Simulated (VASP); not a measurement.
Wanted: the native input for a VASP 6.6.1 run.

```
Task                   : single point
Functional             : PBE
Potentials or basis    : VASP PAW PBE potentials, release 64 (Ga_d, As)
Cutoff                 : 520 eV
k mesh                 : 2 × 2 × 2
Occupations            : gaussian, width 0.02 eV
Spin                   : no spin polarisation
Further INCAR settings : ALGO = Normal; EDIFF = 1e-07; NBANDS = 16
```

The structure of GaAs lies in POSCAR:

```
GaAs                                    
1.0
    0.0000000000      2.9993192548      2.9993192548
    2.9993192548      0.0000000000      2.9993192548
    2.9993192548      2.9993192548     -0.0000000000
  Ga              As            
     1     1
Direct
     0.0000000000000000    0.0000000000000000    0.0000000000000000
     0.2500000000000000    0.2500000000000000    0.2500000000000000
```

The cell isn't the ideal one: a relaxed cell with its volume scaled by 0.94.

These files were run (other wordings do the same):

INCAR

```
SYSTEM = GaAs
ALGO     = Normal         ! electronic algorithm
EDIFF    = 1E-7           ! SCF threshold, eV
ENCUT    = 520            ! plane-wave cutoff, eV
GGA      = PE             ! functional
ISIF     = 2              ! what is computed and relaxed
ISMEAR   = 0              ! smearing method
LASPH    = .TRUE.         ! aspherical terms in the spheres
LCHARG   = .FALSE.        ! write CHGCAR
LREAL    = .FALSE.        ! projectors in reciprocal space
LWAVE    = .FALSE.        ! write WAVECAR
NBANDS   = 16             ! bands
NELM     = 80             ! most SCF steps
PREC     = Accurate       ! precision mode
SIGMA    = 0.02           ! smearing width, eV
```

KPOINTS

```
k-points
0
G
  2 2 2
  0 0 0
```

Potentials or basis: VASP PAW PBE potentials, release 64 (Ga_d, As).

The run is started by

```bash
$ cat potpaw_PBE.64/Ga_d/POTCAR potpaw_PBE.64/As/POTCAR > POTCAR
$ mpirun -np 1 vasp_std > vasp.out
```

Results of the run:

```yaml
Pressure: 2.7 GPa
Band_gap_on_the_k_mesh: none (metal or under the smearing width)
```

Caveat: the k mesh is coarse (spacing up to 0.91 Å⁻¹), so the values aren't converged.

It took 6.9 s on 1 thread of Intel(R) Xeon(R) Platinum 8375C CPU @ 2.90GHz (Ice Lake), on a shared host, peak memory 0.17 GiB.
